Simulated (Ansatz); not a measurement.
# LiF (Pm-3m) in Ansatz: band structure with RPBE+D3(BJ)

Aim: the band structure of LiF with RPBE+D3(BJ).

All numbers are computed with Ansatz 0.2.0; they aren't measurements. Logs are shortened: lines on timing, memory, paths and dates and some standing lists are left out, and cuts for length are marked.

### Step 1. The crystal as given

Symmetry: Pm-3m, No. 221, cubic system. Conventional cell: a = 2.560 Å, b = 2.560 Å, c = 2.560 Å, α = 90.00°, β = 90.00°, γ = 90.00°. Around F (site symmetry m-3m) lie 8 Li at 2.22 Å. Around Li (site symmetry m-3m) lie 8 F at 2.22 Å.

Measurements of this composition are mostly on another form, of space group No. 225.

### Step 2. Band structure, RPBE+D3(BJ)

File input.yaml:

```yaml
crystal:
  lattice:
    - [2.559533, 0.0, 0.0]
    - [0.0, 2.559533, 0.0]
    - [0.0, 0.0, 2.559533]
  atoms:
    - { symbol: F, position: [0.5, 0.5, 0.5] }
    - { symbol: Li, position: [0.0, 0.0, 0.0] }
kpoints:
  mp_grid: { grid: [10, 10, 10] }
  band_path:
    path:
      - [0.0, 0.0, 0.0]
      - [0.0, 0.5, 0.0]
      - [0.5, 0.5, 0.0]
      - [0.0, 0.0, 0.0]
      - [0.5, 0.5, 0.5]
      - [0.0, 0.5, 0.0]
    npoints: 8
scf:
  occupations: { method: gaussian, width: 0.1 }
hamiltonian:
  xc: rpbe
  dispersion: d3bj
  pseudopotentials: { kind: all_electron, lapw: { basis_error: 0.001 } }
output:
  forces: true
  stress: true
  eigenvalues: true
```

Potentials or basis: all-electron LAPW, scalar-relativistic.

The run is started by

```sh
ansatz run input.yaml --threads 1 --pin off --max-ram 3072MiB --backend cpu --events-out ev --progress --plain --runs-dir out
```

What it wrote:

```text
Warning: RAYON_NUM_THREADS=1 ignored (pool sized by the plan → 1); use --threads N
LAPW: plane waves up to 7.979 Å⁻¹, error target 1.0e-3 eV per atom; small_component_spin mean_spin; Li in spheres of 0.958 Å, 3 of its electrons in bands, Dirac shells []; F in spheres of 1.259 Å, 7 of its electrons in bands, Dirac shells [] (how accurate: hamiltonian.pseudopotentials.lapw.basis_error, Limitations)
Engine: ansatz 0.2.0, aarch64-unknown-linux-gnu
Pseudopotentials: kind: all_electron
Pseudopotential: F, LAPW, valence charge 7, lapw/all_electron/scalar/gaussian/F, Koelling and Harmon's equation, gaussian nucleus
Pseudopotential: Li, LAPW, valence charge 3, lapw/all_electron/scalar/gaussian/Li, Koelling and Harmon's equation, gaussian nucleus
Functional definition: RPBE
  parameter kappa = 0.804
  parameter beta = 0.06672455060314922
  exchange = rpbe_x(kappa = kappa, mu = beta*pi^2/3)
  correlation = pbe_c(beta = beta)
Crystal: 2 atoms, lattice volume = 16.768 Å³
Basis set: ecut = 242.55862970888026 eV, 147 PW (Γ), exchange–correlation at level 2
Bands: 9, of which v1, the nominal top of the filled ones, is band 5 counted from 1 (4 counted from 0)
Symmetry: 48 space group operations
Space group: Pm-3m (ITA 221), of the structure as read, at distance tolerance 2.6e-5 Å
k-points: 56 of 1000
Non-local potential: F, projectors of the file, none
Non-local potential: Li, projectors of the file, none
Initial density: superposition of atomic densities (chi_scale 0.1, normalization cell, long waves kept (reshape's long-wave potential 0.00 eV rms))
Initial wavefunctions: plane waves of lowest kinetic energy (no species holds an atomic orbital)
Functional: x = rpbe, c = pbe(β = 0.06672455060314922)
iter 1 solved again at ethr=2.84e-3 eV; its pass at ethr=1.00e-1 eV (dr2=2.84e-1 eV) is discarded
SCF iter   1: F=—  HF=-2930.650671 eV  |F-HF|=—  |Δ(HF+E_count)|=         —  Δρ=3.95e-2  dr2=2.84e-1  ethr=2.84e-3  ⟨swp⟩=2.2  Hψ=3625  notcnv=0
preconditioner: auto → none  [insulator: Δε(μ)=9.224 eV  Ē_g=23.499 eV  σ=0.100 eV  W_gap=1.00  n_scr=6 (ndim 8)  ℏωp=25.6 eV  f_vac=0.000  D(μ)=0.00/eV (n_scr^D=0)  ε∞_Penn≈2.2]
iter 2 solved again at ethr=6.19e-5 eV; its pass at ethr=2.84e-3 eV (dr2=6.19e-3 eV) is discarded
SCF iter   2: F=—  HF=-2930.182648 eV  |F-HF|=—  |Δ(HF+E_count)|=   4.68e-1  Δρ=5.80e-3  dr2=6.20e-3  ethr=6.19e-5  ⟨swp⟩=2.0  Hψ=2648  notcnv=0
SCF iter   3: F=—  HF=-2930.116449 eV  |F-HF|=—  |Δ(HF+E_count)|=   6.62e-2  Δρ=8.36e-3  dr2=1.29e-2  ethr=6.19e-5  ⟨swp⟩=2.5  Hψ=1518  notcnv=0
SCF iter   4: F=—  HF=-2930.121231 eV  |F-HF|=—  |Δ(HF+E_count)|=         —  Δρ=7.85e-4  dr2=9.33e-5  ethr=6.19e-5  ⟨swp⟩=2.9  Hψ=1596  notcnv=0
the basis was enlarged: its passes take 103.6 KiB over the memory plan, 1 of 1 planned eigensolver slots
SCF iter   5: F=—  HF=-2930.121589 eV  |F-HF|=—  |Δ(HF+E_count)|=   3.58e-4  Δρ=1.95e-4  dr2=6.13e-6  ethr=9.33e-7  ⟨swp⟩=3.0  Hψ=1423  notcnv=0
SCF iter   6: F=-2930.121626 eV  HF=-2930.121626 eV  |F-HF|=7.54e-8  |Δ(HF+E_count)|=   3.68e-5  Δρ=1.21e-5  dr2=1.90e-8  ethr=6.13e-8  ⟨swp⟩=3.0  Hψ=1405  notcnv=0
SCF 1 converged in 6 iterations: F = -2930.121626 eV  dr2 = 1.90e-8
NSCF: frozen V_eff on 41 k-points
SCF converged after 6 iterations
Free energy (F): -2930.121626 eV
Harris-Foulkes:  -2930.121626 eV  (|F-HF|=7.54e-8)
Internal energy: -2930.121626 eV  (E = F + TS)
E sigma→0 (E₀):  -2930.121626 eV
Fermi energy:    5.962486 eV
--- Per-component energies (eV) ---
  E_band       = -115.942349
  E_kinetic    = 2925.931644
  E_xc         = -339.105706
  E_electrostatic = -5515.549995  (all electrons and nuclei)
  E_disp       = -1.397569  (pairwise vdW)
  E_smearing   = -0.000000  (= −TS)
  E_closure    = 0.000000  (closes the sum)
  E_atoms      = -2920.142077  (free atoms, spherical and without spin; not in F)
  Σ components = -2930.121626   (vs F -2930.121626, Δ=0.00e0)
  Basis errors (estimates in eV, not in F): energy 2.1e-4 per atom: plane waves 1.8e-4 (1.3e-4 summed), levels above the bands 0.0e0, relativity 5.3e-9, radial functions 2.6e-5, core shells 4.5e-10; eigenvalues (radial functions only) 4.7e-5; not estimated: angular momenta, meshes, grids; target (lapw.basis_error) 1.0e-3; muffin-tin radii Li 0.958 Å, F 1.259 Å
--- Forces (eV/Å), atoms counted from 1 ---
  atom   1  F     -0.00000000    -0.00000000    -0.00000000
  atom   2  Li     0.00000000    -0.00000000     0.00000000
  max |Σ_I F_I| component: 1.13e-31 eV/Å
--- Stress (GPa, compression-positive) ---
      -10.594187       0.000000       0.000000
        0.000000     -10.594187      -0.000000
        0.000000      -0.000000     -10.594187
  P = ⅓ Tr σ = -10.5942 GPa (-105.942 kbar)
--- Band table (eV; the first three rows and the last of 56) ---
  k-point 0: bands = ["-41.0355", "-18.7758", "1.4531", "1.4531", "1.4531", "9.8127", "21.2150", "21.2150", "23.2417"]
  k-point 1: bands = ["-41.0312", "-18.7352", "1.1057", "1.4885", "1.4885", "10.0573", "19.7773", "21.4429", "23.1981"]
  k-point 2: bands = ["-41.0202", "-18.6267", "0.2845", "1.5825", "1.5825", "10.5939", "18.1843", "22.1260", "23.0681"]
  k-point 55: bands = ["-40.9207", "-17.3920", "-0.1117", "-0.1117", "-0.1117", "13.5132", "13.5132", "13.5132", "26.4742"]
```

Run time: 3.8 s. Hardware: 1 thread of Arm Neoverse V2, shared host; peak memory 0.23 GiB.

Results:

- Free energy: -2930.1216 eV
- Pressure: -10.6 GPa
- Band gap on the k mesh: 7.70 eV, indirect (least direct gap 8.36 eV)
- Band gap along the path: 7.70 eV, indirect (least direct gap 8.36 eV)

Levels at the corners of the path, in eV from the valence-band top:
```csv
point,band 3,band 4,band 5,band 6,band 7,band 8
Γ,-0.66,-0.66,-0.66,7.70,19.10,19.10
X,-3.62,-0.27,-0.27,9.37,14.21,20.51
M,-3.19,-3.19,0.00,13.59,13.90,13.90
Γ,-0.66,-0.66,-0.66,7.70,19.10,19.10
R,-2.22,-2.22,-2.22,11.40,11.40,11.40
X,-3.62,-0.27,-0.27,9.37,14.21,20.51
```
